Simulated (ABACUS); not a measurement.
The system is MnS.

```
Mn S
1.0
     0.00000    2.60450    2.60450
     2.60450    0.00000    2.60450
     2.60450    2.60450    0.00000
Mn S
1 1
Direct
  0.00000 0.00000 0.00000
  0.50000 0.50000 0.50000
```

Base run:

```yaml
Program: ABACUS 3.10.1
Functional: LDA
Potentials_or_basis: GBRV ultrasoft 1.5 LDA
Cutoff: 544 eV
Density_cutoff: 4354 eV
Basis: plane waves
k_mesh: 7 × 7 × 7
Occupations: fermi-dirac, width 0.05 eV
Spin: collinear spin, ferromagnetic start
Starting_moments: "[4.0, 0.0] μB"
```

Its results: band gap on the k mesh none (metal or under the smearing width); pressure -11.5 GPa; net moment 4.58 μB per cell.

Task: The run is repeated on the same cell with these changes: potentials or basis from GBRV ultrasoft 1.5 LDA to PseudoDojo NC SR 0.4.1 LDA stringent; cutoff from 544 eV to 1782 eV; density cutoff from 4354 eV to 7129 eV. What comes out?

Result: Band gap on the k mesh none (metal or under the smearing width); pressure -12.2 GPa; net moment 4.53 μB per cell.

Caveats: a cell with one magnetic atom can't hold antiferromagnetic order, which such compounds often take; semilocal functionals often make such compounds metallic where correlation or magnetic order opens a gap, which also shifts bond lengths.

Not every run made on this cell is shown here.
